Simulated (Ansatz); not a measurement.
Hf under changes of volume

One of the cells (22.380 Å³/atom); the others are scaled copies at fixed shape and fractional positions:

```
Hf
1.0
     3.19670    0.00000    0.00000
    -1.59835    2.76842    0.00000
     0.00000    0.00000    5.05780
Hf
2
Direct
  0.66667 0.33333 0.75000
  0.33333 0.66667 0.25000
```

| Quantity | Value |
| --- | --- |
| Program | Ansatz 0.2.0 |
| Functional | PBE |
| Potentials or basis | all-electron LAPW, scalar-relativistic |
| Cutoff | 230 eV (chosen from the basis error) |
| Basis error allowed | 0.0005 eV/atom |
| k mesh | 10 × 10 × 5 |
| Occupations | fermi-dirac, width 0.05 eV |
| Spin | no spin polarisation |

```tsv
volume (Å³/atom)	energy over the lowest point (meV/atom)	pressure (GPa)
21.037	34.52	8.1
21.485	15.94	5.4
21.933	4.64	2.9
22.380	0.00	0.6
22.828	1.47	-1.5
23.276	?	?
23.723	20.67	-5.1
```

Task: What does the run at 23.276 Å³/atom give?

Result: Energy over the lowest point 8.53 meV/atom; pressure -3.4 GPa.

Worked out: A Birch-Murnaghan fit of order 3 (a polynomial in V^(-2/3)) to the other rows has its minimum at 22.49 Å³/atom with B0 = V·E''(V) = 107 GPa and B' = 3.4 at fixed shape and positions, which overstates the stiffness. It gives 8.52 meV/atom at 23.276 Å³/atom, against the run's 8.53, and -dE/dV = -3.5 GPa, against -3.4.

Energies are extrapolated to zero smearing.
